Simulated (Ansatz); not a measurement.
# An elastic constant from a strain scan in SrO

These are results of DFT PBE, scalar-relativistic, plane waves, PAW in Ansatz, not measurements. The runs took a 420 eV cutoff, a Γ-centred 8×8×8 mesh and Gaussian smearing (0.05 eV). No spin polarisation. Energies are free energies at this smearing, counted from the undisturbed cell; pressure is positive in compression.

The starting cell (relaxed at this level):

```
Sr O
1.0
     0.00000    2.59739    2.59739
     2.59739    0.00000    2.59739
     2.59739    2.59739    0.00000
Sr O
1 1
Direct
  0.00000 0.00000 0.00000
  0.50000 0.50000 0.50000
```

The cell is strained by ε times the Voigt pattern (0, 0, 0, 0, 0, 1) (xx, yy, zz, yz, xz, xy; engineering shear) with fractional coordinates fixed. The cell holds 2 atoms in V0 = 35.05 Å³. The stress column is τ = (1/V0) dE/dε, got from the stress tensor σ (compression positive) at each point as −det(1 + εP) σ : P(1 + εP)⁻¹, with P the pattern as a tensor.

```
      ε  ΔE (meV/atom)  τ (GPa)
-0.0350          3.634   -1.905
-0.0300          2.645   -1.632
-0.0250          1.829   -1.359
-0.0200          1.154   -1.087
-0.0150          0.635   -0.815
-0.0100          0.272   -0.543
-0.0050          0.071   -0.271
 0.0000          0.000    0.000
 0.0050          0.071    0.271
 0.0100          0.272    0.543
 0.0150          0.635    0.815
 0.0200          1.154    1.087
 0.0250          1.829    1.359
 0.0300          2.645    1.632
 0.0350          3.634    1.905
 0.0400              ?        ?
```

Which combination of elastic constants does this scan measure, and how large is it?

For small ε, τ = τ0 + Kε with K = pᵀCp, which for this pattern is C44 in the cubic axes. The parabola through τ at ε = -0.0050, 0 and 0.0050 has slope K = 54 GPa at zero. The energies per cell, E = NΔE, of the wider pair ε = ±0.0300 give K = 2[E(ε₊)/ε₊ − E(ε₋)/ε₋]/[(ε₊ − ε₋)V0] = 54 GPa, in agreement.

Predict the withheld row at ε = 0.0400 from the harmonic law, and compare.

ΔE = V0(τ0 ε + Kε²/2)/N = 4.750 meV/atom and τ = 2.17 GPa. The calculation gives 4.739 meV/atom and 2.18 GPa, a miss of 0.2 % of the harmonic energy, so the harmonic law still holds here.